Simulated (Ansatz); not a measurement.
## Eigenvalues along a path: V (beta tin type)

```
CELL_PARAMETERS angstrom
-2.32780 2.32780 1.29149
2.32780 -2.32780 1.29149
2.32780 2.32780 -1.29149
ATOMIC_POSITIONS crystal
V 0.62500 0.87500 0.75000
V 0.37500 0.12500 0.25000
```

The cell comes from a relaxation on PAW files under the same functional, begun from a prototype that needn't be the stable phase.

Computed with Ansatz 0.2.0; functional PBE, scalar-relativistic. Settings: a Γ-centred 17×17×17 k mesh, Fermi–Dirac smearing of 0.05 eV, no spin polarisation. Methods: LAPW: all electrons, basis error target 1 meV/atom.

Path points, in fractions of the reciprocal vectors: Γ (0.000, 0.000, 0.000), X (0.000, 0.000, 0.500), M (-0.500, 0.500, 0.500), Z (0.327, 0.327, -0.327), Z0 (-0.327, 0.673, 0.327), P (0.250, 0.250, 0.250). The distance column jumps between branches of the path. Levels in eV from the Fermi level; bands 9 to 15, counted from the lowest band of the run. The gap is zero, the pressure -0.06 GPa.

```
# k(1/Å) point b9 b10 b11 b12 b13 b14 b15
0.000 Γ -6.70 -3.68 -1.87 -1.35 -0.69 1.87 1.87
0.136 - -6.61 -3.63 -1.84 -1.39 -0.73 1.87 1.91
0.273 - -6.36 -3.48 -1.74 -1.48 -0.83 1.85 2.00
0.409 - -5.96 -3.27 -1.58 -1.58 -0.96 1.72 2.10
0.545 - -5.43 -3.07 -1.64 -1.34 -1.08 1.36 2.12
0.682 - -4.82 -3.02 -1.59 -1.17 -1.04 0.84 1.90
0.818 - -4.18 -3.20 -1.43 -1.23 -0.66 0.30 1.61
0.954 X -3.61 -3.61 -1.30 -1.30 -0.21 -0.21 1.48
1.091 - -3.56 -3.56 -1.28 -1.28 -0.25 -0.25 1.53
1.227 - -3.42 -3.42 -1.23 -1.23 -0.35 -0.35 1.65
1.363 - -3.22 -3.22 -1.13 -1.13 -0.43 -0.43 1.79
1.500 - -3.02 -3.02 -0.98 -0.98 -0.46 -0.46 1.90
1.636 - -2.86 -2.86 -0.82 -0.82 -0.35 -0.35 1.92
1.772 - -2.77 -2.77 -0.74 -0.74 -0.08 -0.08 1.70
1.909 M -2.74 -2.74 -0.72 -0.72 0.09 0.09 1.52
2.101 - -2.98 -2.60 -0.79 -0.71 -0.44 -0.02 1.59
2.294 - -3.61 -2.27 -1.28 -0.91 -0.55 -0.38 1.77
2.487 - -4.45 -2.08 -1.96 -1.05 -0.82 -0.02 1.92
2.680 - -5.32 -2.75 -1.75 -1.32 -0.97 0.91 1.96
2.873 - -6.05 -3.26 -1.62 -1.57 -0.90 1.76 1.94
3.065 - -6.53 -3.57 -1.81 -1.42 -0.76 1.89 1.91
3.258 Γ -6.70 -3.68 -1.87 -1.35 -0.69 1.87 1.87
3.485 - -6.46 -3.56 -1.87 -1.03 -0.51 1.03 1.03
3.713 - -5.79 -3.21 -1.77 -0.18 -0.09 -0.09 0.00
3.940 - -4.79 -2.65 -1.58 -1.13 -1.13 0.72 1.01
4.167 - -3.59 -1.94 -1.93 -1.93 -1.39 1.20 1.20
4.394 - -2.41 -2.40 -2.40 -1.26 -1.16 1.00 1.00
4.622 - -2.51 -2.51 -1.47 -1.25 -0.40 0.81 0.99
4.849 Z -2.28 -2.28 -1.40 -1.02 -0.01 0.24 1.17
6.392 Z0 -2.28 -2.28 -1.40 -1.02 -0.01 0.24 1.17
6.513 - -2.03 -2.03 -1.55 -1.07 -0.39 0.53 1.32
6.633 - -1.74 -1.71 -1.71 -1.39 -0.57 0.76 0.95
6.753 - -1.98 -1.82 -1.32 -1.32 -0.66 0.34 0.96
6.873 - -2.24 -2.21 -0.89 -0.89 -0.72 -0.12 1.13
6.994 - -2.51 -2.49 -0.76 -0.45 -0.45 -0.43 1.27
7.114 - -2.69 -2.67 -0.77 -0.62 -0.07 -0.07 1.40
7.234 M -2.74 -2.74 -0.72 -0.72 0.09 0.09 1.52
8.188 X -3.61 -3.61 -1.30 -1.30 -0.21 -0.21 1.48
8.362 - -3.53 -3.53 -1.26 -1.26 -0.24 -0.24 1.40
8.536 - -3.32 -3.32 -1.16 -1.16 -0.29 -0.29 1.26
8.710 - -3.09 -3.09 -1.19 -1.19 -0.16 -0.16 1.22
8.883 - -2.91 -2.91 -1.44 -1.44 0.12 0.12 1.44
9.057 - -2.79 -2.79 -1.75 -1.75 0.33 0.33 1.88
9.231 - -2.71 -2.71 -2.00 -2.00 0.44 0.44 2.22
9.405 P -2.68 -2.68 -2.11 -2.11 0.47 0.47 2.33
```
